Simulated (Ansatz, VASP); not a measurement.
**Two plane-wave programs on V**

The input POSCAR:

```
V
1.0
    2.4248810340      0.0000000000      0.0000000000
    0.0000000000      2.4248810340      0.0000000000
    0.0000000000      0.0000000000      2.4248810340
V
1
Direct
    0.0000000000      0.0000000000      0.0000000000
```

The input INCAR.step1:

```
SYSTEM = V
ALGO = Normal ; EDIFF = 1E-4
ENCUT = 520 ; GGA = PE
ISMEAR = -1 ; ISPIN = 2
LASPH = .True. ; LCHARG = .False.
LMAXMIX = 4 ; LREAL = .False.
LWAVE = .True. ; MAGMOM = 1
NBANDS = 16 ; NELM = 150
PREC = Accurate ; SIGMA = 0.05
```

The input INCAR.step2:

```
SYSTEM = V
ALGO = Normal ; EDIFF = 1E-6
ENCUT = 520 ; ISIF = 2
ISMEAR = -1 ; ISPIN = 2
ISTART = 1 ; LASPH = .True.
LCHARG = .False. ; LMAXMIX = 4
LMIXTAU = .True. ; LORBIT = 11
LREAL = .False. ; LWAVE = .False.
MAGMOM = 1 ; METAGGA = R2SCAN
NBANDS = 16 ; NELM = 150
PREC = Accurate ; SIGMA = 0.05
```

KPOINTS

```
k-points
0
Gamma
  21 21 21
  0 0 0
```

Input for Ansatz:

```yaml
crystal:
  lattice:
    - [2.4248810004, 0.0, 0.0]
    - [0.0, 2.4248810004, 0.0]
    - [0.0, 0.0, 2.4248810004]
  atoms:
    - { symbol: V, position: [0.0, 0.0, 0.0], spin: 1.0 }
hamiltonian:
  xc: r2scan
  pseudopotentials:
    kind: paw
    azcp:
      V: "pseudopotentials/V.paw.azcp"
basis:
  ecutwfc: 500
  fft_grid_basis: typed
kpoints:
  mp_grid: { grid: [21, 21, 21], shift: [0, 0, 0] }
magnetization:
  spin_polarized: true
scf:
  occupations: { method: fermi_dirac, width: 0.05 }
```

This isn't the form of V at room conditions, which is bcc.

Alike in both runs: task single point; functional r2SCAN; k mesh 21 × 21 × 21; occupations fermi-dirac, width 0.05 eV; collinear spin.

```csv
,VASP,Ansatz
version,VASP 6.6.1,Ansatz 0.2.0
potentials or method,"VASP PAW PBE potentials, release 64 (V_sv)","plane waves (500 eV) with PAW, scalar-relativistic"
plane-wave cutoff (eV),520,500
valence electrons in the cell,13,13
```

```tsv
	VASP	Ansatz	Ansatz less VASP
net moment per atom (μB)	0.00	0.00	0.000
```

Ansatz warned: «seeded_moment_not_kept».
